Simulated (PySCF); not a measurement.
# Computed NMR parameters against published values

Geometry:
| atom | x (Å) | y (Å) | z (Å) |
| --- | --- | --- | --- |
| O1 | -2.589 | -1.111 | -0.586 |
| C2 | -2.041 | -0.177 | 0.300 |
| C3 | -0.549 | -0.002 | 0.155 |
| C4 | 0.242 | -1.065 | -0.294 |
| C5 | 1.623 | -0.922 | -0.409 |
| C6 | 2.233 | 0.286 | -0.073 |
| C7 | 1.452 | 1.351 | 0.374 |
| C8 | 0.070 | 1.208 | 0.483 |
| H9 | -2.350 | -0.840 | -1.480 |
| H10 | -2.533 | 0.813 | 0.223 |
| H11 | -2.266 | -0.553 | 1.314 |
| H12 | -0.245 | -2.008 | -0.555 |
| H13 | 2.228 | -1.761 | -0.762 |
| H14 | 3.316 | 0.399 | -0.165 |
| H15 | 1.921 | 2.304 | 0.632 |
| H16 | -0.539 | 2.051 | 0.823 |

Published estimates (parent shift plus substituent increments) and measurements: δ $^{13}$C C5/C7 128.7; C6 127.4; C4/C8 127.3; δ $^{1}$H H12/H16 7.27; H13/H15 7.27; H14 7.27 ppm (estimated from measurements, as parent shift plus tabulated substituent increment; solution, not stated per compound (mostly CDCl3 or CCl4); Pretsch, Buehlmann, Badertscher, Structure Determination of Organic Compounds, 4th ed. (2009)).

- coordinates at the PBE0-D3(BJ)/def2-SVP level
- shieldings: GIAO PBE/pcSseg-1
- code: PySCF
- non-relativistic, gas phase, one conformer, fast rotation and ring inversion assumed for equivalent nuclei

(1) What does the calculation give, and how does it compare?

(2) How far are the unscaled $^{13}$C shifts from the references?

(3) How far are the unscaled $^{1}$H shifts from the references?

Results:

(1) 
Reference values: estimated from measurements, as parent shift plus tabulated substituent increment (solution, not stated per compound (mostly CDCl3 or CCl4); Pretsch, Buehlmann, Badertscher, Structure Determination of Organic Compounds, 4th ed. (2009)).
| atoms | quantity | reference | computed | computed, scaled |
| --- | --- | --- | --- | --- |
| C5/C7 | δ $^{13}$C | 128.7 | 131.7 | 129.4 |
| C6 | δ $^{13}$C | 127.4 | 130.6 | 128.4 |
| C4/C8 | δ $^{13}$C | 127.3 | 128.0 | 125.8 |
| H12/H16 | δ $^{1}$H | 7.27 | 7.43 | – |
| H13/H15 | δ $^{1}$H | 7.27 | 7.36 | – |
| H14 | δ $^{1}$H | 7.27 | 7.26 | – |

Computed shifts are σ(ref) − σ with the named reference compound (TMS for H and C) calculated as an isolated molecule at the same level. The measured values may be among those fitted. Empirical linear scaling, fitted to shifts measured mostly in CDCl3 for H and C (δ vs TMS): $^{13}$C: δ = 177.48 − 0.993σ (rms 1.8 ppm, 44 shifts, 2.0 ppm with the 1 outlier that the fit left out). Occasional misses reach two or three times the rms, and more in compound classes unlike the fitted ones.

(2) Mean signed difference +2.30 ppm, mean absolute 2.30 ppm over 3 comparisons; the largest is +3.2 ppm at C6 (aromatic CH).

(3) Mean signed difference +0.08 ppm, mean absolute 0.09 ppm over 3 comparisons; the largest is +0.16 ppm at H12/H16 (hydrogen on an aromatic CH).

6 of the 13 published NMR values on file for this molecule are compared.
